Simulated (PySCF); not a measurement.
What does the PBE0-D3(BJ)/def2-SVP structure of `N1CCOCC1` look like in three dimensions?

```xyz
15
C4H9NO angstrom
C     -1.229    0.903    0.199
C     -1.374   -0.476   -0.430
O     -0.255   -0.790   -1.220
C      0.940   -0.748   -0.483
C      1.145    0.624    0.146
N      0.009    1.046    0.946
H     -2.087    1.123    0.855
H     -1.234    1.659   -0.605
H     -1.500   -1.237    0.372
H     -2.258   -0.531   -1.085
H      0.922   -1.523    0.316
H      1.757   -1.001   -1.176
H      1.290    1.362   -0.662
H      2.059    0.636    0.762
H     -0.039    0.485    1.796
```

Any rigid rotation of these coordinates is as good. Atoms count from 1 in this order. N6 (secondary amine nitrogen) is pyramidal (angles 110.8°, 109.6° and 109.6°, sum 330.0°, 0.41 Å off the plane of its three neighbours). The 6-membered ring C1–C2–O3–C4–C5–N6 has internal angles of 110.8° to 112.6°; it is puckered, 0.21 Å rms from its mean plane, widest ring torsion 58°. O3 (cyclic ether oxygen) is bent (angle 112.1°). Of the pairs four or more bonds apart, H9···H11 is among the closest relative to their van der Waals radii: 2.44 Å, 102 % of the sum of Bondi's values.

Bonds between heavy atoms (Å): C1–C2 1.523, C2–O3 1.405, O3–C4 1.405, C4–C5 1.523, C5–N6 1.452, C1–N6 1.452.

Computed, not measured: PBE0-D3(BJ)/def2-SVP geometry optimisation, gas phase (PySCF 2.14.0).

Point group: Cs (every atom within 0.08 Å of its image). No frequency check. The numbers are those of one conformer (N6–C1–C2–O3 -54°, C1–C2–O3–C4 58°, C2–O3–C4–C5 -58°, O3–C4–C5–N6 54°).
